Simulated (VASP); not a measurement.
# Mo (Im-3m) in VASP: a series of runs, part 2 of 2

VASP 6.6.1. The steps go on from the part before.

**3. Relaxation of cell and atoms, PBE, target pressure 22 GPa, at which the enthalpy is minimised**

This run uses another cell than the first one, of 14.71 Å³/atom, 0.944 times its volume.

INCAR

```
SYSTEM = Mo
  PREC = Accurate
  ENCUT = 520
  EDIFF = 1E-7
  ISMEAR = 0
  SIGMA = 0.3
  LREAL = .False.
  LASPH = .True.
  NELM = 80
  ALGO = Normal
  ISIF = 3
  LWAVE = .False.
  LCHARG = .False.
  GGA = PE
  IBRION = 2
  NSW = 80
  EDIFFG = -0.002
  PSTRESS = 220.0
```

KPOINTS

```
Automatic mesh
0
Gamma
  18 18 18
  0 0 0
```

POSCAR

```
Mo                                      
1.0
   -1.5436933071      1.5436933071      1.5436933071
    1.5436933071     -1.5436933071      1.5436933071
    1.5436933071      1.5436933071     -1.5436933071
  Mo            
     1
Direct
     0.0000000000000000    0.0000000000000000    0.0000000000000000
```

Potentials or basis: VASP PAW PBE potentials, release 64 (Mo_sv).

On the command line:

```
> cat potpaw_PBE.64/Mo_sv/POTCAR > POTCAR
> mpirun -np 1 vasp_std > vasp.out
```

OUTCAR:

```text
SYSTEM = Mo
   PREC = Accurate
   ENCUT = 520
   EDIFF = 1E-7
   ISMEAR = 0
   LREAL = .False.
   LASPH = .True.
   NELM = 80
   ISIF = 3
   GGA = PE
   IBRION = 2
   NSW = 80
   EDIFFG = -0.002
   PSTRESS = 220.0

 ion  position               nearest neighbor table
   1  0.000  0.000  0.000-

  LATTYP: Found a body centered cubic cell.
 ALAT       =     3.0873866142

  Lattice vectors:

 A1 = (  -1.5436933071,   1.5436933071,   1.5436933071)
 A2 = (   1.5436933071,  -1.5436933071,   1.5436933071)
 A3 = (   1.5436933071,   1.5436933071,  -1.5436933071)

Analysis of symmetry for initial positions (statically):
=====================================================================
 Subroutine PRICEL returns:
 Original cell was already a primitive cell.

 Routine SETGRP: Setting up the symmetry group for a
 body centered cubic supercell.

 Subroutine GETGRP returns: Found 48 space group operations
 (whereof 48 operations were pure point group operations)
 out of a pool of 48 trial point group operations.

The static configuration has the point symmetry O_h .

Analysis of symmetry for dynamics (positions and initial velocities):
=====================================================================
 Subroutine PRICEL returns:
 Original cell was already a primitive cell.

 Routine SETGRP: Setting up the symmetry group for a
 body centered cubic supercell.

 Subroutine GETGRP returns: Found 48 space group operations
 (whereof 48 operations were pure point group operations)
 out of a pool of 48 trial point group operations.

The dynamic configuration has the point symmetry O_h .

 Subroutine INISYM returns: Found 48 space group operations
 (whereof 48 operations are pure point group operations),
 and found     1 'primitive' translations

[... 126 lines left out ...]
  energy-cutoff  :      520.00
  volume of cell :       14.71
 maximum number of plane-waves:       410
   NGX =  9   NGY =  9   NGZ =  9

--------------------------------------- Ionic step        1  -------------------------------------------

 number of electron      13.9999997 magnetization

 Free energy of the ion-electron system (eV)
  ---------------------------------------------------
  ext. energy  EPLUGINS =         0.00000000
  ---------------------------------------------------
  free energy    TOTEN  =       -10.87569508 eV

  energy without entropy =      -10.84655943  energy(sigma->0) =      -10.86112726

------------------------ aborting loop because EDIFF is reached ----------------------------------------

  FORCE on cell =-STRESS in cart. coord.  units (eV):
  Direction    XX          YY          ZZ          XY          YZ          ZX
  --------------------------------------------------------------------------------------
  -------------------------------------------------------------------------------------
  Total        2.0244327      2.0244327      2.0244327      0.0000000      0.0000000     -0.0000000
  in kB      220.4300878    220.4300878    220.4300878      0.0000000      0.0000000     -0.0000000
  external PRESSURE =       0.4300878 kB  Pullay stress =     220.0000000 kB
[... 61 lines left out ...]
--------------------------------------- Ionic step        3  -------------------------------------------

 number of electron      13.9999997 magnetization

 Free energy of the ion-electron system (eV)
  ---------------------------------------------------
  ext. energy  EPLUGINS =         0.00000000
  ---------------------------------------------------
  free energy    TOTEN  =       -10.87590267 eV

  energy without entropy =      -10.84676522  energy(sigma->0) =      -10.86133395

 E-fermi :  13.6028     XC(G=0): -13.7342

 val. band max:       13.5502082696   @ k =  -0.4444   0.5000   0.2778
 cond. band min:      13.6075054327   @ k =  -0.3889   0.4444   0.2778
 fundamental gap:      0.0572971631
 Fermi energy:        13.6027712167

 k-point     1 :       0.0000    0.0000    0.0000
  band No.  band energies     occupation
      1     -47.7052      2.00000
      2     -20.8176      2.00000
      3     -20.8176      2.00000
      4     -20.8176      2.00000
      5       6.1673      2.00000
      6      12.1051      2.00000
      7      12.1051      2.00000
      8      12.1051      2.00000
      9      15.3617      0.00000
     10      15.3617      0.00000
     11      28.5053      0.00000
[... 309 lines left out ...]
 k-point    24 :       0.3889    0.1111   -0.0000
  band No.  band energies     occupation
      1     -47.3680      2.00000
      2     -22.4036      2.00000
      3     -21.4000      2.00000
      4     -20.9079      2.00000
      5       8.3438      2.00000
      6      10.0688      2.00000
      7      13.6999      0.64713
      8      15.2841      0.00000
      9      16.5463      0.00000
     10      19.4533      0.00000
     11      26.0968      0.00000

 [... further k-points ...]

------------------------ aborting loop because EDIFF is reached ----------------------------------------

  FORCE on cell =-STRESS in cart. coord.  units (eV):
  Direction    XX          YY          ZZ          XY          YZ          ZX
  --------------------------------------------------------------------------------------
  -------------------------------------------------------------------------------------
  Total        2.0212669      2.0212669      2.0212669     -0.0000000     -0.0000000      0.0000000
  in kB      220.0627900    220.0627900    220.0627900     -0.0000000     -0.0000000      0.0000000
  external PRESSURE =       0.0627900 kB  Pullay stress =     220.0000000 kB
[... 20 lines left out ...]
  energy  without entropy=      -10.8467652244  energy(sigma->0) =      -10.86133395

  enthalpy is  TOTEN    =        -8.8552125006 eV   P V=        2.0206901698

 reached required accuracy - stopping structural energy minimisation
```

CONTCAR:

```text
Mo
   1.00000000000000
    -1.5437461221104203    1.5437461221104203    1.5437461221104203
     1.5437461221104203   -1.5437461221104203    1.5437461221104203
     1.5437461221104203    1.5437461221104203   -1.5437461221104203
  Mo
     1
Direct
     0.0000000000000000    0.0000000000000000    0.0000000000000000

  0.00000000E+00  0.00000000E+00  0.00000000E+00
```

Run time: 24 s. Hardware: 1 thread of AMD EPYC 9R45 (Zen 5), shared host; peak memory 0.12 GiB.

What came out:

```
Free energy                                            : -10.8759 eV
Relaxed volume                                         : 14.72 Å³/atom
Relaxed cell                                           : a = 2.674 Å, b = 2.674 Å, c = 2.674 Å, α = 109.47°, β = 109.47°, γ = 109.47°
Space group after relaxing (to 0.05 Å)                 : Im-3m (No. 229)
Energy change on relaxing (the enthalpy is what falls) : -0.2 meV/atom
Ionic steps                                            : 3
Pressure after relaxing                                : 22.0 GPa
Band gap on the k mesh                                 : none (metal or under the smearing width)
```

Step by step:
```csv
step,energy change (eV),largest force (eV/Å),pressure (GPa),volume (Å³)
1,0.0000,0.0000,22.04,14.71
2,-0.0012,0.0000,21.85,14.72
3,-0.0002,0.0000,22.01,14.72
```

Final structure:
```
CELL_PARAMETERS angstrom
-1.54375 1.54375 1.54375
1.54375 -1.54375 1.54375
1.54375 1.54375 -1.54375
ATOMIC_POSITIONS crystal
Mo 0.00000 0.00000 0.00000
```

Levels at points of the mesh, in eV from the Fermi level:
```tsv
k point	band 3	band 4	band 5	band 6	band 7	band 8	band 9	band 10	band 11
(0.00, 0.00, 0.00)	-34.42	-34.42	-7.44	-1.50	-1.50	-1.50	1.76	1.76	14.90
(0.50, 0.00, 0.00)	-34.95	-34.44	-5.71	-3.71	1.83	1.87	2.51	5.17	12.07
(0.50, 0.50, 0.50)	-35.58	-35.58	-5.94	-5.94	4.33	4.33	4.33	9.54	9.54
```

Caveat: the cell is relaxed towards a set pressure, so the enthalpy falls and the energy may rise.

**4. Vibrations by finite differences, PBE**

This run uses another cell than the first one, of 14.72 Å³/atom, 0.944 times its volume.

INCAR

```
SYSTEM = Mo
ALGO = Normal
EDIFF = 1E-8
ENCUT = 520
GGA = PE
IBRION = 6
ISIF = 3
ISMEAR = 0
LASPH = .True.
LCHARG = .False.
LREAL = .False.
LWAVE = .False.
NBANDS = 13
NELM = 80
NFREE = 2
NSW = 1
POTIM = 0.015
PREC = Accurate
SIGMA = 0.3
```

KPOINTS

```
k-points
0
Gamma
  18 18 18
  0 0 0
```

POSCAR

```
Mo                                      
1.0
   -1.5437461221      1.5437461221      1.5437461221
    1.5437461221     -1.5437461221      1.5437461221
    1.5437461221      1.5437461221     -1.5437461221
  Mo            
     1
Direct
     0.0000000000000000    0.0000000000000000    0.0000000000000000
```

On the command line:

```
> cat potpaw_PBE.64/Mo_sv/POTCAR > POTCAR
> mpirun -np 1 vasp_std > vasp.out
```

Wall time 12 min (1 thread of AMD EPYC 9R45 (Zen 5), shared host); peak memory 0.52 GiB.

It converged, with:

| Property | Result |
| --- | --- |
| Elastic constants C11, C12, C44 | 557, 210, 130 GPa |
| Voigt bulk modulus | 326 GPa |

Elastic tensor in Voigt notation (GPa, in the Cartesian axes of the cell as first typed):
```
557 210 210   0   0   0
210 557 210   0   0   0
210 210 557   0   0   0
  0   0   0 130   0   0
  0   0   0   0 130   0
  0   0   0   0   0 130
```

Clamped-ion elastic tensor (GPa):
```
557 210 210   0   0   0
210 557 210   0   0   0
210 210 557   0   0   0
  0   0   0 130   0   0
  0   0   0   0 130   0
  0   0   0   0   0 130
```

Caveat: elastic constants of metals need much finer meshes, so these are rough.
